A computed band gap is useful only if one knows which way it errs and by how much. The runs below treat cubic AlN with the atoms held in the same places. Their differences therefore come from the theory and the settings, not from the structure.

Band gaps of cubic AlN at fixed geometry, without spin polarization or spin-orbit coupling, from Kohn-Sham DFT in ABINIT and Ansatz and from first-order Hartree-Fock in Yambo on Quantum ESPRESSO PBE states (ground state on a 10x10x10 k mesh). The basis column gives the plane-wave cutoff; "path" marks gaps read along the band path, "states chosen" those read over the states corrected in Yambo.

```
            method      rung  program                            potentials    basis                k mesh            smearing    gap read on  gap (eV)  computed less measured (eV)
              PW91       GGA   ABINIT  PseudoDojo NC SR PBE v0.4.1 standard  1143 eV  10x10x10 2-atom cell  Fermi Dirac 0.05eV           path     3.365                       -2.035
            revPBE       GGA   ABINIT  PseudoDojo NC SR PBE v0.4.1 standard  1143 eV  10x10x10 2-atom cell  Fermi Dirac 0.05eV           path     3.370                       -2.030
             rSCAN  meta-GGA   ABINIT                      JTH PAW PBE v2.0   816 eV  10x10x10 2-atom cell  Fermi Dirac 0.05eV           path     3.899                       -1.501
             HSE03    hybrid   Ansatz                            Ansatz PAW   420 eV     5x5x5 2-atom cell  Fermi Dirac 0.05eV           path     4.329                       -1.071
PBE HF-on-orbitals    hybrid    Yambo      PseudoDojo 0.4.1 SR PBE standard   680 eV     6x6x6 2-atom cell           fixed 0eV  states chosen    11.389                        5.989
           r2SCAN0    hybrid   Ansatz                            Ansatz PAW   500 eV     5x5x5 2-atom cell  Fermi Dirac 0.05eV           path     5.701                        0.301
          r2SCAN50    hybrid   Ansatz                            Ansatz PAW   500 eV     5x5x5 2-atom cell  Fermi Dirac 0.05eV           path     7.510                        2.110
```

1. How far off are the two GGAs, and is one of them better?

Both fall about 2 eV short of the measured 5.4 eV, more than a third of the gap. Neither is better: PW91 and revPBE differ by 0.005 eV, and both were run with pseudopotentials made for PBE. PBE, the starting point of the Hartree-Fock row, lies 0.03 eV below PW91 in another program with another cutoff. Differences of a few hundredths of an eV are thus no ground for ranking functionals here.

2. Why do they come out low, and what does a meta-GGA gain?

A GGA builds its potential from the local density and its slope, and filled and empty states feel the same potential. Putting an extra electron into the conduction band really costs more than the computed level says, because the exact potential jumps when that electron arrives. A GGA has no such jump. It also leaves each electron partly repelled by its own charge, which pushes the filled states, here mostly nitrogen 2p, too high. rSCAN also looks at the kinetic energy of the orbitals, so its potential can treat different states differently. It recovers about half an eV and still ends 1.5 eV short.

3. What does exact exchange do, and how much of it is needed?

Exact exchange removes the self-repulsion of the filled states and so lowers them. Empty states are attracted less by exact exchange than by the semilocal exchange it replaces, so they rise. The gap should thus open from both sides. On the program's own energy scale, the valence top falls by 1.2 eV from r2SCAN0 to r2SCAN50, and the lowest conduction level on the k mesh rises by 0.6 eV. The zero of energy in a crystal run is a convention, so the sum of the two shifts is firmer than the split. If the orbitals hardly change, the gap should grow in proportion to the share a of exact exchange, because a enters the hybrid potential as a simple factor:

gap(a) = gap(0) + s · a

The straight line through r2SCAN0 (a = 0.25) and r2SCAN50 (a = 0.50) has the slope

s = (7.510 − 5.701) / 0.25 = 7.24 eV

This is about 0.7 eV for every ten percentage points of exact exchange. Read at a = 0, the line gives

gap(0) = 5.701 − 0.25 · 7.24 = 3.89 eV

The rSCAN run, which had no part in the line, gives 3.90 eV. Such close agreement should not be taken to the last digit, since rSCAN is a near relative of r2SCAN and was run with another program and other potentials. It does support the simple picture up to half exact exchange. On this line the measured 5.4 eV is reached at a share of about a fifth; the gap of a crystal at rest, which question 7 takes up, would ask for somewhat more. The slope also carries a practical message: the mixing share is a strong lever, and a gap from a hybrid means little unless the share is stated.

4. HSE03 also holds a quarter of exact exchange. Why is its gap 1.4 eV smaller than that of r2SCAN0?

Two differences add up, and each hybrid is best compared with a functional of its own family that has no exact exchange. PBE starts about 0.6 eV below rSCAN. On top of that, HSE03 gains only 1.0 eV over PBE, while r2SCAN0 gains 1.8 eV over rSCAN.

The smaller gain is what theory leads one to expect from the range of the exchange. HSE03 uses exact exchange only between electrons that are close together and falls back on the semilocal form at long distance. That suits a material whose electrons screen well. A wide-gap insulator screens weakly, so some long-range exchange ought to survive, and HSE03 ends 1.1 eV below the measured gap. The 0.8 eV between the two gains is only a rough size for this effect, and probably a low one. Programs and cutoffs differ, and the two families need not gain alike: a meta-GGA has already opened part of the gap, so exact exchange has less left to add. A quarter of the rise from PBE to the Hartree-Fock row, where the exchange is unscreened, is 2.0 eV, about 1 eV more than HSE03 gains.

5. If exact exchange helps, why does the Hartree-Fock row miss by 6 eV?

This row stands under the hybrids but isn't one. It takes finished PBE states and replaces the whole PBE exchange and correlation by full, bare exchange. The gap rises by 8 eV, to about twice the measured value. The line of question 3, read at a = 1, gives 11.1 eV against the 11.4 eV of this row. The row thus behaves roughly like the far end of the same road, although it drops correlation and keeps the PBE orbitals.

What it lacks is the response of the other electrons. When an electron is added or removed, the rest of the crystal rearranges and weakens the interaction, at long distance by about the dielectric constant. For AlN the electronic part of that constant is roughly 4 to 5 (a recalled value), which makes a fifth to a quarter of exact exchange a sensible share. By the same argument, a crystal that is easier to polarize needs less, and one that is harder to polarize needs more.

6. What would change if the gap were read on the k mesh instead of the path?

The three runs with a 5x5x5 mesh would show gaps 0.6 to 0.7 eV too large. The gap of cubic AlN is indirect: the valence band peaks at Γ, the centre of the Brillouin zone, while the conduction band is lowest at X, on its boundary. A 5x5x5 mesh has no point at X, so it never sees the true conduction edge. HSE03 would then seem to miss the measured gap by only 0.5 eV, and r2SCAN0 would seem to overshoot by 0.9 eV. An incomplete mesh can thus make a functional look better or worse than it is; the cure is to read the gap on a path through the band edges, or on a mesh that contains them. The path does not undo every effect of a coarse mesh, though: the exact exchange of the three hybrids was still summed over the 5x5x5 points, and the table has no denser hybrid run to show how much that matters. The long-range exchange of r2SCAN0 and r2SCAN50 is expected to converge more slowly with the mesh than the short-range exchange of HSE03, so those two gaps, and the slope drawn from them, are the more exposed.

The same outputs show that the smallest direct gap lies about 1 eV above the indirect one in every run. This distance varies by 0.3 eV, while the gap itself varies by 8 eV. The levels of theory therefore disagree mainly on how far the lowest conduction band sits above the valence bands, and much less on the height of its Γ point above its X point. The printed analysis after this text lists these distances row by row.

7. Is r2SCAN0, only 0.3 eV too high, the right answer?

The table can't settle that. The computed crystal stands still, whereas the measured one vibrates even at low temperature, and in AlN this lowers the gap by some tenths of an eV (a rough, recalled size). The excess of r2SCAN0 is of just that size and may not be an error of the functional at all. For the GGAs, rSCAN and HSE03 the same correction works the other way: their true shortfall is larger than the column "computed less measured" says.

For practical work, the two hybrids with a quarter of exact exchange bracket the measured gap, though perhaps not the higher gap of a crystal at rest. The 1.4 eV between them is a rough measure of what the choice of hybrid leaves open even when the share is fixed. A change of the share, as in r2SCAN50, adds to it. To decide anything finer than a few tenths of an eV, the effect of the vibrations has to be computed first.

Numerical output:

```
Misses and direct gaps:
                 row  miss in percent of measured  direct gap in eV  direct less indirect in eV
                PW91                       -37.69             4.222                      0.8573
              revPBE                       -37.59             4.234                      0.8638
               rSCAN                        -27.8             4.779                      0.8797
               HSE03                       -19.83             5.333                       1.004
  PBE HF-on-orbitals                        110.9             12.51                       1.124
             r2SCAN0                        5.574             6.729                       1.028
            r2SCAN50                        39.07             8.659                       1.149
measured gap in eV: 5.4
revPBE less PW91 in eV: 0.005
PW91 less PBE of the Yambo run in eV: 0.03159
rSCAN less PW91 in eV: 0.534
HSE03 less PBE of the Yambo run in eV: 0.9956
r2SCAN0 less rSCAN in eV: 1.802
r2SCAN0 less HSE03 in eV: 1.372
r2SCAN50 less r2SCAN0 in eV: 1.809
rise for each 10 percentage points of exact exchange in eV: 0.7236
straight line read at no exact exchange in eV: 3.892
that line less rSCAN in eV: -0.007
Hartree-Fock less its PBE start in eV: 8.056
Hartree-Fock gap over measured gap: 2.109
HSE03 gap on mesh less gap on path in eV: 0.6094
r2SCAN0 gap on mesh less gap on path in eV: 0.6285
r2SCAN50 gap on mesh less gap on path in eV: 0.6579
HSE03 gap on mesh less measured in eV: -0.4616
r2SCAN0 gap on mesh less measured in eV: 0.9295
spread of the gap over all rows in eV: 8.024
spread of direct less indirect over all rows in eV: 0.2915
```
